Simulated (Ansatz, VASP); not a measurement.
**BeSe4 in VASP and in Ansatz**

The input INCAR:

```
SYSTEM = BeSe4
ALGO = Normal ; EDIFF = 1E-6
ENCUT = 520 ; GGA = PE
ISIF = 2 ; ISMEAR = 0
LASPH = .TRUE. ; LCHARG = .FALSE.
LREAL = .FALSE. ; LWAVE = .FALSE.
NBANDS = 21 ; NELM = 80
PREC = Accurate ; SIGMA = 0.1
```

KPOINTS

```
k-points
0
G
  6 6 2
  0 0 0
```

Contents of POSCAR:

```
BeSe4
1.0
    3.3816997500      0.0000000000      0.0000000000
   -1.6908498700      2.9286378900      0.0000000000
    0.0000000000      0.0000000000     10.8737925800
Be Se
1 4
Direct
    0.0000000000      0.0000000000      0.0000000000
    0.3333333300      0.6666666700      0.8658552800
    0.3333333300      0.6666666700      0.3767953500
    0.6666666700      0.3333333300      0.1341447200
    0.6666666700      0.3333333300      0.6232046500
```

Input for Ansatz:

```yaml
crystal:
  lattice:
    - [3.38169975, 0.0, 0.0]
    - [-1.69084987, 2.92863789, 0.0]
    - [0.0, 0.0, 10.87379258]
  atoms:
    - { symbol: Be, position: [0.0, 0.0, 0.0] }
    - { symbol: Se, position: [0.33333333, 0.66666667, 0.86585528] }
    - { symbol: Se, position: [0.33333333, 0.66666667, 0.37679535] }
    - { symbol: Se, position: [0.66666667, 0.33333333, 0.13414472] }
    - { symbol: Se, position: [0.66666667, 0.33333333, 0.62320465] }
basis:
  ecutwfc: 420
kpoints:
  mp_grid: { grid: [6, 6, 2] }
hamiltonian:
  xc: pbe
scf:
  occupations: { method: gaussian, width: 0.1 }
  lower_state_search: "off"
output:
  forces: true
  stress: true
  eigenvalues: true
```

Change from the starting cell: species swapped into the Co4H type (P-3m1, No. 164).

Alike in both runs: task single point; functional PBE; k mesh 6 × 6 × 2; occupations gaussian, width 0.1 eV; no spin polarisation.

```csv
,VASP,Ansatz
version,VASP 6.6.1,Ansatz 0.2.0
potentials or method,"VASP PAW PBE potentials, release 64 (Be, Se)","scalar-relativistic, plane waves, PAW"
plane-wave cutoff (eV),520,420
valence electrons in the cell,26,66
```

```csv
,VASP,Ansatz,Ansatz less VASP
gap on the k mesh at the Fermi level (eV),none,none,-
pressure (GPa),-6.4,-6.4,-0.03
largest component of the traceless stress (GPa),5.17,5.17,-0.001
rms of the force components (eV/Å),0.289,0.291,+0.0015
```

Atom by atom the forces differ by 0.002 eV/Å (rms over components). A gap of «none» marks a metal or a gap that the smearing closes. The two sets of potentials don't hold the same shells in valence.
